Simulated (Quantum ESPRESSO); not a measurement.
# KBr (Fm-3m) in Quantum ESPRESSO: further runs, part 2 of 2

Quantum ESPRESSO 7.5. Earlier steps stand in the parts before.

## Step 4: Dielectric tensor, BLYP

Contents of pw.in:

```
&CONTROL
  calculation = 'scf'
  prefix = 'pwscf'
  outdir = './tmp'
  pseudo_dir = './pseudo'
  tprnfor = .true.
  tstress = .true.
  disk_io = 'low'
/
&SYSTEM
  ibrav = 0
  nat = 2
  ntyp = 2
  ecutwfc = 74
  nbnd = 14
  input_dft = 'blyp'
  occupations = 'smearing'
  smearing = 'fd'
  degauss = 0.00367493
/
&ELECTRONS
  conv_thr = 4d-10
  electron_maxstep = 120
  mixing_beta = 0.5
/
ATOMIC_SPECIES
Br    79.9040 Br.upf
K     39.0983 K.upf
CELL_PARAMETERS angstrom
   0.0000000000    3.3000000000    3.3000000000
   3.3000000000    0.0000000000    3.3000000000
   3.3000000000    3.3000000000    0.0000000000
ATOMIC_POSITIONS crystal
Br     0.5000000000    0.5000000000    0.5000000000
K      0.0000000000    0.0000000000    0.0000000000
K_POINTS automatic
6 6 6 1 1 1
```

Contents of scf2.in:

```
&CONTROL
  calculation = 'scf'
  prefix = 'pwscf'
  outdir = './tmp'
  pseudo_dir = './pseudo'
  tprnfor = .true.
  tstress = .true.
  disk_io = 'low'
/
&SYSTEM
  ibrav = 0
  nat = 2
  ntyp = 2
  ecutwfc = 74
  nbnd = 14
  input_dft = 'blyp'
  occupations = 'fixed'
/
&ELECTRONS
  conv_thr = 1d-13
  electron_maxstep = 120
  mixing_beta = 0.5
  startingpot = 'file'
  startingwfc = 'file'
/
ATOMIC_SPECIES
Br    79.9040 Br.upf
K     39.0983 K.upf
CELL_PARAMETERS angstrom
   0.0000000000    3.3000000000    3.3000000000
   3.3000000000    0.0000000000    3.3000000000
   3.3000000000    3.3000000000    0.0000000000
ATOMIC_POSITIONS crystal
Br     0.5000000000    0.5000000000    0.5000000000
K      0.0000000000    0.0000000000    0.0000000000
K_POINTS automatic
6 6 6 1 1 1
```

Contents of ph.in:

```
dielectric of KBr
&INPUTPH
  prefix = 'pwscf'
  outdir = './tmp'
  tr2_ph = 1d-18
  fildyn = 'dyn'
  niter_ph = 90
  alpha_mix(1) = 0.7
  epsil = .true.
  trans = .false.
  zeu = .true.
/
0.0000000000 0.0000000000 0.0000000000
```

Potentials or basis: PseudoDojo 0.4.1 SR PBE standard.

Started as:

```sh
$ OMP_NUM_THREADS=1 pw.x -in pw.in > pw.out
$ OMP_NUM_THREADS=1 pw.x -in scf2.in > scf2.out
$ OMP_NUM_THREADS=1 ph.x -in ph.in > ph.out
```

pw.out:

```text
This program is part of the open-source Quantum ESPRESSO suite
     for quantum simulation of materials; please cite
         "P. Giannozzi et al., J. Phys.:Condens. Matter 21 395502 (2009);
         "P. Giannozzi et al., J. Phys.:Condens. Matter 29 465901 (2017);
         "P. Giannozzi et al., J. Chem. Phys. 152 154105 (2020);
     in publications or presentations arising from this work. More details at

     IMPORTANT: XC functional enforced from input :
     Exchange-correlation= BLYP
                           (   1   3   1   3   0   0   0)
     Any further DFT definition will be discarded
     Please, verify this is what you really want

     Message from routine setup:
     using ibrav=0 with symmetry is DISCOURAGED, use correct ibrav instead

     G-vector sticks info
     --------------------
     sticks:   dense  smooth     PW     G-vecs:    dense   smooth      PW
     Sum        1585    1585    463                41655    41655    6615

     Using Slab Decomposition

     bravais-lattice index     =            0
     lattice parameter (alat)  =       8.8192  a.u.
     unit-cell volume          =     485.0298 (a.u.)^3
     number of atoms/cell      =            2
     number of atomic types    =            2
     number of electrons       =        16.00
     number of Kohn-Sham states=           14
     kinetic-energy cutoff     =      74.0000  Ry
     charge density cutoff     =     296.0000  Ry
     scf convergence threshold =      4.0E-10
[... 112 lines left out ...]
     estimated scf accuracy    <       0.00226990 Ry

     iteration #  3     ecut=    74.00 Ry     beta= 0.50
     Davidson diagonalization with overlap
     c_bands:  1 eigenvalues not converged
     ethr =  1.42E-05,  avg # of iterations =  9.1

     total energy              =     -91.66330941 Ry
     estimated scf accuracy    <       0.00052836 Ry

     iteration #  4     ecut=    74.00 Ry     beta= 0.50
     Davidson diagonalization with overlap
     ethr =  3.30E-06,  avg # of iterations =  3.4
[... 32 lines left out ...]
     iteration #  9     ecut=    74.00 Ry     beta= 0.50
     Davidson diagonalization with overlap
     ethr =  9.19E-12,  avg # of iterations =  2.0

     End of self-consistent calculation

          k = 0.0589 0.0589 0.0589 (  5143 PWs)   bands (ev):

   -26.3903 -10.8818  -9.8888  -9.8888  -9.8680   1.3333   1.4148   1.4148
     6.0615   8.9285   9.0515   9.0515   9.8645   9.8645
[... 73 lines left out ...]
   -26.3835 -10.7951  -9.9669  -9.9225  -9.9046   0.6414   1.1078   1.1508
     7.4276   8.6360  10.6969  10.7326  11.1242  11.9217

          k =-0.5303 0.1768-0.0589 (  5217 PWs)   bands (ev):

   -26.3843 -10.8946  -9.9294  -9.9202  -9.8064   0.6070   1.0494   1.1226
     7.9132   8.6577  10.3566  10.9438  11.1825  11.5350

          k =-0.4125 0.0589 0.0589 (  5208 PWs)   bands (ev):
[... 51 lines left out ...]
   -26.3846 -11.0061  -9.9159  -9.8983  -9.6797   0.3953   1.0146   1.0949
     8.3536   9.4468  10.4479  10.8951  10.9712  12.0024

     the Fermi energy is     2.8494 ev

!    total energy              =     -91.66334132 Ry
     estimated scf accuracy    <          3.8E-11 Ry
     smearing contrib. (-TS)   =      -0.00000000 Ry
     internal energy E=F+TS    =     -91.66334132 Ry

     The total energy is F=E-TS. E is the sum of the following terms:
     one-electron contribution =     -29.03085297 Ry
     hartree contribution      =      19.23646302 Ry
     xc contribution           =     -23.07107620 Ry
     ewald contribution        =     -58.79787517 Ry

     convergence has been achieved in   9 iterations

     Forces acting on atoms (cartesian axes, Ry/au):

     atom    1 type  1   force =    -0.00000000   -0.00000000    0.00000000
     atom    2 type  2   force =     0.00000000    0.00000000    0.00000000

     Total force =     0.000000     Total SCF correction =     0.000000

     Computing stress (Cartesian axis) and pressure

          total   stress  (Ry/bohr**3)                   (kbar)     P=       15.22
   0.00010344   0.00000000   0.00000000           15.22        0.00        0.00
   0.00000000   0.00010344  -0.00000000            0.00       15.22       -0.00
   0.00000000  -0.00000000   0.00010344            0.00       -0.00       15.22

=------------------------------------------------------------------------------=
   JOB DONE.
=------------------------------------------------------------------------------=
```

scf2.out:

```text
This program is part of the open-source Quantum ESPRESSO suite
     for quantum simulation of materials; please cite
         "P. Giannozzi et al., J. Phys.:Condens. Matter 21 395502 (2009);
         "P. Giannozzi et al., J. Phys.:Condens. Matter 29 465901 (2017);
         "P. Giannozzi et al., J. Chem. Phys. 152 154105 (2020);
[... 311 lines left out ...]
  -0.00000000   0.00010342  -0.00000000           -0.00       15.21       -0.00
  -0.00000000  -0.00000000   0.00010342           -0.00       -0.00       15.21

=------------------------------------------------------------------------------=
   JOB DONE.
=------------------------------------------------------------------------------=
```

It took 6.2 min on 1 thread of Arm Neoverse V2, shared host; peak memory 0.11 GiB.

What came out:

| Property | Result |
| --- | --- |
| Free energy | -1247.1433 eV |
| Pressure | 1.5 GPa |
| Electronic dielectric tensor (diagonal) | 2.54 |
| Born charges (mean of the diagonal) | Br -1.12; K +1.12 e |

Levels at points of the mesh, in eV from the valence-band top:
```
           k point  band 4  band 5  band 6  band 7  band 8  band 9  band 10  band 11  band 12  band 13
(0.08, 0.08, 0.08)  -11.30  -11.28   -0.08    0.00    0.00    4.65     7.51     7.64     7.64     8.45
```

Electronic dielectric tensor:
```
2.54 0.00 0.00
0.00 2.54 0.00
0.00 0.00 2.54
```

Born effective charge tensors (e):
atom 1, Br
```
-1.12  0.00  0.00
 0.00 -1.12  0.00
 0.00  0.00 -1.12
```
atom 2, K
```
1.12 0.00 0.00
0.00 1.12 0.00
0.00 0.00 1.12
```

Caveat: the potentials were made for another functional, which shifts forces and pressure.

## Step 5: Overview

| level | potentials or basis | pressure (GPa) |
| --- | --- | --- |
| PBEsol | PseudoDojo 0.4.1 SR PBEsol standard | -0.3 |
| WC | PseudoDojo 0.4.1 SR PBE standard | -0.1 |
| BLYP | PseudoDojo 0.4.1 SR PBE standard | 1.5 |

Alike in all rows: task dielectric tensor; no spin polarisation; cell as given; k mesh 6 × 6 × 6, shifted; cutoff (eV) 1007; smearing fermi-dirac 0.05 eV.

Caveats: the potentials were made for another functional, which shifts forces and pressure (some runs).

Absolute energies hang on the potentials; compare differences alone.

## Step 6: Comparison with measurements

Step 2. A measured high-frequency dielectric constant of KBr is 2.36 (a printed reference work, monograph); the calculated 2.59 misses it by +9.7 %.

Step 3. A measured high-frequency dielectric constant of KBr is 2.36 (a printed reference work, monograph); the calculated 2.59 misses it by +9.6 %.

Step 4. Against the measured high-frequency dielectric constant of KBr, 2.36 (a printed reference work, monograph), the calculated 2.54 is off by +7.6 %.
